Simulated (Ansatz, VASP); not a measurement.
**BAs5: VASP beside Ansatz**

```
CELL_PARAMETERS angstrom
4.15265 0.00000 0.00000
-2.07633 3.59630 0.00000
0.00000 0.00000 8.28776
ATOMIC_POSITIONS crystal
B 0.00000 0.00000 0.00000
As 0.50000 0.00000 0.50000
As 0.00000 0.50000 0.50000
As 0.50000 0.50000 0.50000
As 0.00000 0.00000 0.19698
As 0.00000 0.00000 0.80302
```

Alike in both runs: task relaxation of cell and atoms; functional PBE; k mesh 6 × 6 × 2; occupations gaussian, width 0.1 eV; no spin polarisation.

|  | VASP | Ansatz |
| --- | --- | --- |
| version | VASP 6.6.1 | Ansatz 0.2.0 |
| potentials or method | VASP PAW PBE potentials, release 64 (B, As) | scalar-relativistic, plane waves, PAW |
| plane-wave cutoff (eV) | 600 | 420 |
| valence electrons in the cell | 28 | 78 |

```tsv
	VASP	Ansatz	Ansatz less VASP
gap on the k mesh at the Fermi level, each at its own relaxed structure (eV)	none	none	-
relaxed volume (Å³/atom)	29.30	29.26	-0.043
relaxed cell length with the largest relative difference (Å)	5.372	5.368	-0.0041
energy change over the relaxation (meV/atom)	-1785	-1722	+62.2
```

A gap of «none» marks a metal or a gap that the smearing closes. The two sets of potentials don't hold the same shells in valence.

Caveats: the k mesh is coarse (spacing up to 0.38 Å⁻¹), so the values aren't converged; the volume moved by over 15 % at a fixed basis, so the end points are rough (VASP).
